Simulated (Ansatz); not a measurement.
Crystal: W.

```
CELL_PARAMETERS angstrom
-1.58234 1.58234 1.58234
1.58234 -1.58234 1.58234
1.58234 1.58234 -1.58234
ATOMIC_POSITIONS crystal
W 0.00000 0.00000 0.00000
```

```yaml
Program: Ansatz 0.2.0
Task: relaxation of cell and atoms
Functional: RPBE
Dispersion: D3(BJ)
Potentials_or_basis: all-electron LAPW, scalar-relativistic
Basis_error_allowed: 0.001 eV/atom
k_mesh: 12 × 12 × 12
Occupations: fermi-dirac, width 0.05 eV
Spin: no spin polarisation
```

At the start: volume 15.85 Å³/atom.

Task: Where does the relaxation end?

Result: Over 6 steps the energy falls by 236.3 meV/atom and the volume is 14.06 Å³/atom (-11.3 %); space group Im-3m (No. 229, to 0.05 Å).

Step by step:
```csv
step,energy change (eV),largest force (eV/Å),volume (Å³)
1,0.0000,0.0000,15.85
2,-0.2201,0.0000,13.64
3,-0.2358,0.0000,14.13
4,-0.2363,0.0000,14.06
5,-0.2363,0.0000,14.06
6,-0.2363,0.0000,14.06
```

Final structure:
```xyz
1
Lattice="-1.5203 1.5203 1.5203 1.5203 -1.5203 1.5203 1.5203 1.5203 -1.5203" Properties=species:S:1:pos:R:3 pbc="T T T"
W     0.0000    0.0000    0.0000
```

Caveat: the volume moved by -11 % from the deposited cell, more than functionals usually miss.
